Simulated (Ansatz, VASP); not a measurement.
## Two plane-wave programs on C

```
C
1.0
     2.47000    0.00000    0.00000
    -1.23500    2.13908    0.00000
     0.00000    0.00000    6.79000
C
4
Direct
  0.00000 0.00000 0.00000
  0.00000 0.00000 0.50000
  0.33333 0.66667 0.00500
  0.66667 0.33333 0.50500
```

This is a stacking variant of graphite.

Alike in both runs: task single point; functional r2SCAN; k mesh 12 × 12 × 4; no spin polarisation.

|  | VASP | Ansatz |
| --- | --- | --- |
| version | VASP 6.6.1 | Ansatz 0.2.0 |
| potentials or method | VASP PAW PBE potentials, release 64 (C) | plane waves, PAW |
| plane-wave cutoff (eV) | 520 | 500 |
| occupations | fermi-dirac, width 0.1 eV | fermi-dirac |
| valence electrons in the cell | 16 | 16 |

Ansatz gave:

```
pressure (GPa)                                  : -4.5
largest component of the traceless stress (GPa) : 5.35
```

Task: Estimate VASP's values.

Result: Pressure (GPa): -3.8; largest component of the traceless stress (GPa): 4.59.

Caveats: the PAW data sets were made with another functional, which shifts forces and pressure a little (VASP).
